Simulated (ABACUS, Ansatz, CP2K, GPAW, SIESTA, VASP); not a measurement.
**One calculation of CsPbCl3, 7 ways**

```
Pb Cs Cl
1.0
     5.60500    0.00000    0.00000
     0.00000    5.60500    0.00000
     0.00000    0.00000    5.60500
Pb Cs Cl
1 1 3
Direct
  0.50000 0.50000 0.50000
  0.00000 0.00000 0.00000
  0.50000 0.00000 0.50000
  0.00000 0.50000 0.50000
  0.50000 0.50000 0.00000
```

Alike in all runs: task equation of state; functional PBEsol; k mesh 5 × 5 × 5; occupations fermi-dirac, width 0.05 eV; no spin polarisation; no spin-orbit coupling.

```csv
program and potentials,plane-wave cutoff (eV),notes,equilibrium volume (Å³/atom),bulk modulus (GPa)
"Ansatz, Ansatz PAW",420,"potentials made for PBE, which Ansatz adapts in part",35.42,24.9
"Ansatz, all-electron LAPW, scalar-relativistic",-,-,35.42,24.9
"ABACUS, PseudoDojo NC SR 0.4.1 PBEsol standard, plane waves",857,-,35.45,24.9
"GPAW, PAW data sets generated for this functional",600,-,35.33,25.1
"SIESTA, files PseudoDojo sr-pbesol-0.4.1-standard, DZP (energy shift 0.003 Ry; two zetas on semicore shells; d shell added on Cs)",-,atomic basis,35.89,25.3
"VASP, PBE PAW files Cl, Cs_sv, Pb_d, 520 eV",520,potentials made for PBE,35.44,24.9
"CP2K, POTENTIAL_UZH Pb GTH-PBE-q4, Cs GTH-PBE-q9, Cl GTH-PBE-q7; TZVP-MOLOPT-PBE-GTH basis",-,atomic basis; potentials made for PBE,36.65,23.8
```

The equilibrium volume spans 35.33 (GPAW, PAW data sets generated for this functional) to 36.65 Å³/atom (CP2K, POTENTIAL_UZH Pb GTH-PBE-q4, Cs GTH-PBE-q9, Cl GTH-PBE-q7; TZVP-MOLOPT-PBE-GTH basis), with all-electron results at 35.42. The bulk modulus spans 23.8 (CP2K, POTENTIAL_UZH Pb GTH-PBE-q4, Cs GTH-PBE-q9, Cl GTH-PBE-q7; TZVP-MOLOPT-PBE-GTH basis) to 25.3 GPa (SIESTA, files PseudoDojo sr-pbesol-0.4.1-standard, DZP (energy shift 0.003 Ry; two zetas on semicore shells; d shell added on Cs)), with all-electron results at 24.9. Rows in atomic bases carry the error of their basis and grid, which can be large.

Differences between rows come from potentials, basis sets and numerical settings, since the functional is the same but for its coding. Runs on potential files found faulty are left out.
